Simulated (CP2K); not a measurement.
Runs of CP2K 2026.2 on MgB2. It takes space group P6/mmm (No. 191, hexagonal). Conventional cell: a = 3.085 Å, b = 3.085 Å, c = 3.523 Å, α = 90.00°, β = 90.00°, γ = 120.00°. Mg (site symmetry 6/mmm) has 12 B at 2.51 Å as nearest neighbours. Around B (site symmetry -6m2) lie 3 B at 1.78 Å. 

| task | level | potentials or basis | smearing | EPS_DEFAULT | NGRIDS | points a segment of the path (NPOINTS) | bands added on the path | gap on the mesh (eV) | pressure (GPa) |
| --- | --- | --- | --- | --- | --- | --- | --- | --- | --- |
| band structure | r2SCAN | POTENTIAL_UZH Mg GTH-SCAN-q10, B GTH-SCAN-q3; TZVP-MOLOPT-SCAN-GTH basis | fermi-dirac 0.05 eV | 1.0E-9 | 4 | 10 | 4 | none | (a) |
| band structure | PBEsol | POTENTIAL_UZH Mg GTH-PBE-q10, B GTH-PBE-q3; TZVP-MOLOPT-PBE-GTH basis | fermi-dirac 0.01 eV | 1.0E-10 | 5 | 8 | 6 | none | -0.9 |
| band structure | PBE | POTENTIAL_UZH Mg GTH-PBE-q10, B GTH-PBE-q3; TZVP-MOLOPT-PBE-GTH basis | fermi-dirac 0.1 eV | 1.0E-9 | 4 | 8 | 2 | none | 0.2 |
| single point | PBEsol | POTENTIAL_UZH Mg GTH-PBE-q10, B GTH-PBE-q3; TZVP-MOLOPT-PBE-GTH basis | fermi-dirac 0.05 eV | 1.0E-10 | 5 | - | - | none | -0.9 |
| band structure | LDA | GTH_POTENTIALS Mg GTH-PADE-q10, B GTH-PADE-q3; TZVP-MOLOPT-PBE-GTH basis | fermi-dirac 0.0259 eV | 1.0E-10 | 4 | 10 | 6 | none | -6.0 |

Alike in all rows: no spin polarisation; cell as given; k mesh 10 × 10 × 8.

Problem. Estimate the missing entries.

Solution. (a) -1.9.

Caveats: the basis of atomic orbitals isn't converged, which shifts pressures, moduli and gaps; the potentials were made for another functional, which shifts forces and pressure (some runs).

A gap of «none» marks a metal or a gap under the smearing width.
